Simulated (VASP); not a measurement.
# Os (Im-3m) in VASP: single point with r2SCAN

Aim: the single point of Os with r2SCAN.

All numbers are computed with VASP 6.6.1; they aren't measurements. Logs are shortened: lines on timing, memory, paths and dates and some standing lists are left out, and cuts for length are marked.

### 1 Starting point

It takes space group Im-3m (No. 229, cubic). Conventional cell: a = 3.133 Å, b = 3.133 Å, c = 3.133 Å, α = 90.00°, β = 90.00°, γ = 90.00°. Os (site symmetry m-3m) has 8 Os at 2.71 Å as nearest neighbours.

The cell was built by a generator and needn't be a form met in nature.

### 2 Single point, r2SCAN

Input file POSCAR:

```
Os
1.0
   -1.5665470000      1.5665470000      1.5665470000
    1.5665470000     -1.5665470000      1.5665470000
    1.5665470000      1.5665470000     -1.5665470000
Os
1
Direct
    0.0000000000      0.0000000000      0.0000000000
```

Input file INCAR.step1:

```
SYSTEM = Os
PREC = Accurate
ENCUT = 520
ISMEAR = -1
SIGMA = 0.0295
LREAL = .FALSE.
LASPH = .TRUE.
NELM = 60
NBANDS = 10
GGA = PE
ALGO = Normal
EDIFF = 1E-4
LWAVE = .TRUE.
LCHARG = .FALSE.
```

Input file INCAR.step2:

```
SYSTEM = Os
PREC = Accurate
ENCUT = 520
EDIFF = 1E-7
ISMEAR = -1
SIGMA = 0.0295
LREAL = .FALSE.
LASPH = .TRUE.
NELM = 60
ALGO = Normal
ISIF = 2
LWAVE = .FALSE.
LCHARG = .FALSE.
METAGGA = R2SCAN
LMIXTAU = .TRUE.
NBANDS = 10
ISTART = 1
```

Input file KPOINTS:

```
regular mesh
0
G
  15 15 15
  0 0 0
```

Potentials or basis: VASP PAW PBE potentials, release 64 (Os).

Run with:

```
> cat potpaw_PBE.64/Os/POTCAR > POTCAR
> cp INCAR.step1 INCAR
> mpirun -np 1 vasp_std > vasp.out
> cp INCAR.step2 INCAR
> mpirun -np 1 vasp_std > vasp.out
```

OUTCAR:

```text
SYSTEM = Os
   PREC = Accurate
   ENCUT = 520
   EDIFF = 1E-7
   ISMEAR = -1
   LREAL = .FALSE.
   LASPH = .TRUE.
   NELM = 60
   ISIF = 2
   METAGGA = R2SCAN
   ISTART = 1

 ion  position               nearest neighbor table
   1  0.000  0.000  0.000-

  LATTYP: Found a body centered cubic cell.
 ALAT       =     3.1330940000

  Lattice vectors:

 A1 = (  -1.5665470000,   1.5665470000,   1.5665470000)
 A2 = (   1.5665470000,  -1.5665470000,   1.5665470000)
 A3 = (   1.5665470000,   1.5665470000,  -1.5665470000)

Analysis of symmetry for initial positions (statically):
=====================================================================
 Subroutine PRICEL returns:
 Original cell was already a primitive cell.

 Routine SETGRP: Setting up the symmetry group for a
 body centered cubic supercell.

 Subroutine GETGRP returns: Found 48 space group operations
 (whereof 48 operations were pure point group operations)
 out of a pool of 48 trial point group operations.

The static configuration has the point symmetry O_h .

Analysis of symmetry for dynamics (positions and initial velocities):
=====================================================================
 Subroutine PRICEL returns:
 Original cell was already a primitive cell.

 Routine SETGRP: Setting up the symmetry group for a
 body centered cubic supercell.

 Subroutine GETGRP returns: Found 48 space group operations
 (whereof 48 operations were pure point group operations)
 out of a pool of 48 trial point group operations.

The dynamic configuration has the point symmetry O_h .

 Subroutine INISYM returns: Found 48 space group operations
 (whereof 48 operations are pure point group operations),
 and found     1 'primitive' translations

----------------------------------------------------------------------------------------

                                     Primitive cell

  volume of cell :      15.3777

  direct lattice vectors                    reciprocal lattice vectors
    -1.566547000  1.566547000  1.566547000     0.000000000  0.319173316  0.319173316
     1.566547000 -1.566547000  1.566547000     0.319173316  0.000000000  0.319173316
     1.566547000  1.566547000 -1.566547000     0.319173316  0.319173316  0.000000000

  length of vectors
     2.713338996  2.713338996  2.713338996     0.451379232  0.451379232  0.451379232

  position of ions in fractional coordinates (direct lattice)
     0.000000000  0.000000000  0.000000000

  ion indices of the primitive-cell ions
   primitive index   ion index
                 1           1

----------------------------------------------------------------------------------------

 KPOINTS: regular mesh

Automatic generation of k-mesh.
 Grid dimensions read from file:
 generate k-points for:   15   15   15

 Generating k-lattice:

  Cartesian coordinates                     Fractional coordinates (reciprocal lattice)
     0.000000000  0.021278221  0.021278221     0.066666667  0.000000000  0.000000000
     0.021278221  0.000000000  0.021278221     0.000000000  0.066666667  0.000000000
     0.021278221  0.021278221  0.000000000     0.000000000  0.000000000  0.066666667

  Length of vectors
     0.030091949  0.030091949  0.030091949

  Shift w.r.t. Gamma in fractional coordinates (k-lattice)
     0.000000000  0.000000000  0.000000000

 Subroutine IBZKPT returns following result:
 ===========================================

 Found    120 irreducible k-points:

 Following reciprocal coordinates:
            Coordinates               Weight
  0.000000  0.000000  0.000000      1.000000
  0.066667  0.000000  0.000000     12.000000
  0.133333  0.000000  0.000000     12.000000
  0.200000  0.000000  0.000000     12.000000
  0.266667  0.000000  0.000000     12.000000
  0.333333  0.000000  0.000000     12.000000
[... 16 lines left out ...]
  0.333333  0.200000  0.000000     48.000000
  0.400000  0.200000  0.000000     24.000000
 [... further k-points ...]
   k-points           NKPTS =    120   k-points in BZ     NKDIM =    120   number of bands    NBANDS=     10
   number of dos      NEDOS =    301   number of ions     NIONS =      1
   total plane-waves  NPLWV =   8000
   dimension x,y,z NGX =    20 NGY =   20 NGZ =   20
   dimension x,y,z NGXF=    40 NGYF=   40 NGZF=   40
   ions per type =               1
   NGX,Y,Z   is equivalent  to a cutoff of  12.25, 12.25, 12.25 a.u.
   NGXF,Y,Z  is equivalent  to a cutoff of  24.51, 24.51, 24.51 a.u.
 SYSTEM =  Os
   PREC   = accura    normal or accurate (medium, high low for compatibility)
   ISTART =      1    job   : 0-new  1-cont  2-samecut
   ICHARG =      0    charge: 1-file 2-atom 10-const
   ISPIN  =      1    spin polarized calculation?
   LNONCOLLINEAR =      F non collinear calculations
   LSORBIT =      F    spin-orbit coupling
   LASPH  =      T    aspherical Exc in radial PAW
   ENCUT  =  520.0 eV  38.22 Ry    6.18 a.u.   5.05  5.05  5.05*2*pi/ulx,y,z
   NELM   =     60;   NELMIN=  2; NELMDL=  0     # of ELM steps
   EDIFF  = 0.1E-06   stopping-criterion for ELM
   LREAL  =      F    real-space projection
   EDIFFG = 0.1E-05   stopping-criterion for IOM
   NSW    =      0    number of steps for IOM
   IBRION =     -1    ionic relax: 0-MD 1-quasi-New 2-CG
   NFREE  =      0    steps in history (QN), initial steepest desc. (CG)
   ISIF   =      2    stress and relaxation
   ISYM   =      2    0-nonsym 1-usesym 2-fastsym
   POTIM  = 0.5000    time-step for ionic-motion
   TEBEG  =    0.0;   TEEND  =   0.0 temperature during run
   PSTRESS=    0.0 pullay stress
   NELECT =       8.0000    total number of electrons
   NUPDOWN=      -1.0000    fix difference up-down
   EMIN   =  10.00;   EMAX   =-10.00  energy-range for DOS
   EFERMI =   0.00;   METHOD = LEGACY
   ISMEAR =    -1;   SIGMA  =   0.03  broadening in eV -4-tet -1-fermi 0-gaus
   EFERMI_NEDOS =   21; number of points for ismear=-14 and -15
   IALGO  =     38    algorithm
   IMIX   =      4    mixing-type and parameters
     AMIX     =   0.40;   BMIX     =  1.00
     AMIX_MAG =   1.60;   BMIX_MAG =  1.00
  volume/ion in A,a.u.               =      15.38       103.77
  Fermi-wavevector in a.u.,A,eV,Ry     =   1.316663  2.488133 23.587091  1.733602
  Thomas-Fermi vector in A             =   2.446759
   LORBIT       =      0    0 simple, 1 ext, 2 COOP (PROOUT), +10 PAW based schemes
   METAGGA = R2SCAN    functional components
   LHFCALC =     F    Hartree Fock is set to
   AEXX    =    0.0000 exact exchange contribution
   IVDW    =     0    specifies the selected vdW correction
   LEPSILON=     F    determine dielectric tensor
   LRPA    =     F    only Hartree local field effects (RPA)
 non-spin polarized calculation
  energy-cutoff  :      520.00
  volume of cell :       15.38
 maximum number of plane-waves:       428
   NGX =  9   NGY =  9   NGZ =  9

 number of electron       7.9999999 magnetization

 Free energy of the ion-electron system (eV)
  ---------------------------------------------------
  ext. energy  EPLUGINS =         0.00000000
  ---------------------------------------------------
  free energy    TOTEN  =       -52.02798272 eV

  energy without entropy =      -52.02333894  energy(sigma->0) =      -52.02566083

 E-fermi :   8.1991     XC(G=0): -14.7643

 val. band max:        8.1949716998   @ k =   0.1333   0.0000   0.0000
 cond. band min:       8.2034693793   @ k =  -0.3333  -0.4000   0.0667
 fundamental gap:      0.0084976795
 Fermi energy:         8.1990962354

 k-point     1 :       0.0000    0.0000    0.0000
  band No.  band energies     occupation
      1      -2.6770      2.00000
      2       4.9129      2.00000
      3       4.9129      2.00000
      4       4.9129      2.00000
      5       8.1625      1.55098
      6       8.1625      1.55098
      7      25.1559      0.00000
      8      25.1559      0.00000
      9      25.1559      0.00000
     10      36.6549      0.00000

 k-point     2 :       0.0667    0.0000    0.0000
  band No.  band energies     occupation
      1      -2.4688      2.00000
      2       4.8104      2.00000
      3       4.9018      2.00000
      4       5.1013      2.00000
      5       8.0193      1.99549
      6       8.1689      1.47146
      7      25.2876      0.00000
      8      25.4762      0.00000
      9      25.4922      0.00000
     10      34.6555      0.00000

 k-point     3 :       0.1333    0.0000    0.0000
  band No.  band energies     occupation
      1      -1.8728      2.00000
      2       4.5318      2.00000
      3       4.8396      2.00000
      4       5.6561      2.00000
      5       7.7276      2.00000
      6       8.1950      1.06979
      7      25.5011      0.00000
      8      26.0773      0.00000
      9      26.4653      0.00000
     10      32.5665      0.00000

 k-point     4 :       0.2000    0.0000    0.0000
  band No.  band energies     occupation
      1      -0.9928      2.00000
      2       4.1473      2.00000
      3       4.7116      2.00000
      4       6.5428      2.00000
      5       7.5566      2.00000
      6       8.2552      0.25947
      7      25.2171      0.00000
      8      25.7395      0.00000
      9      27.9809      0.00000
     10      31.7759      0.00000
[... 222 lines left out ...]
 k-point    22 :       0.2667    0.2000    0.0000
  band No.  band energies     occupation
      1       1.7138      2.00000
      2       3.4115      2.00000
      3       4.4192      2.00000
      4       7.6475      2.00000
      5       8.7836      0.00000
      6      11.6889      0.00000
      7      19.0215      0.00000
      8      22.4439      0.00000
      9      25.3381      0.00000
     10      30.4066      0.00000

 k-point    23 :       0.3333    0.2000    0.0000
  band No.  band energies     occupation
      1       1.7773      2.00000
      2       3.2956      2.00000
      3       5.0436      2.00000
      4       7.8784      1.99996
      5       8.9322      0.00000
      6      13.2381      0.00000
      7      16.9535      0.00000
      8      21.2912      0.00000
      9      24.7975      0.00000
     10      31.5895      0.00000

 k-point    24 :       0.4000    0.2000    0.0000
  band No.  band energies     occupation
      1       1.7600      2.00000
      2       3.2616      2.00000
      3       5.3303      2.00000
      4       7.9310      1.99977
      5       9.0925      0.00000
      6      14.1456      0.00000
      7      15.8423      0.00000
      8      20.8004      0.00000
      9      24.6185      0.00000
     10      32.6142      0.00000

 [... further k-points ...]

------------------------ aborting loop because EDIFF is reached ----------------------------------------

  FORCE on cell =-STRESS in cart. coord.  units (eV):
  Direction    XX          YY          ZZ          XY          YZ          ZX
  --------------------------------------------------------------------------------------
  -------------------------------------------------------------------------------------
  Total       -1.8766077     -1.8766077     -1.8766077      0.0000000      0.0000000     -0.0000000
  in kB     -195.5211736   -195.5211736   -195.5211736      0.0000000      0.0000000     -0.0000000
  external PRESSURE =    -195.5211736 kB  Pullay stress =       0.0000000 kB

 VOLUME and BASIS-vectors are now :
 -----------------------------------------------------------------------------
  energy-cutoff  :      520.00
  volume of cell :       15.38
      direct lattice vectors                 reciprocal lattice vectors
    -1.566547000  1.566547000  1.566547000     0.000000000  0.319173316  0.319173316
     1.566547000 -1.566547000  1.566547000     0.319173316  0.000000000  0.319173316
     1.566547000  1.566547000 -1.566547000     0.319173316  0.319173316  0.000000000

 POSITION                                       TOTAL-FORCE (eV/Angst)
 -----------------------------------------------------------------------------------
      0.00000      0.00000      0.00000         0.000000     -0.000000      0.000000
 -----------------------------------------------------------------------------------
    total drift:                                0.000000     -0.000000     -0.000000

  FREE ENERGIE OF THE ION-ELECTRON SYSTEM (eV)
  ---------------------------------------------------
  free  energy   TOTEN  =       -52.0279827220 eV

  energy  without entropy=      -52.0233389416  energy(sigma->0) =      -52.02566083
```

It took 77 s on 1 thread of AMD EPYC 7R43 (Zen 3), shared host; peak memory 0.1 GiB.

Results:

```
Free energy            : -52.0280 eV
Pressure               : -19.6 GPa
Band gap on the k mesh : none (metal or under the smearing width)
```

Caveat: so large a pressure means that the cell lies far from this level's equilibrium, or that cutoff or potentials fall short; the potentials were made for another functional, which shifts forces and pressure. The run has no spin-orbit coupling, so splittings on Os are missing.
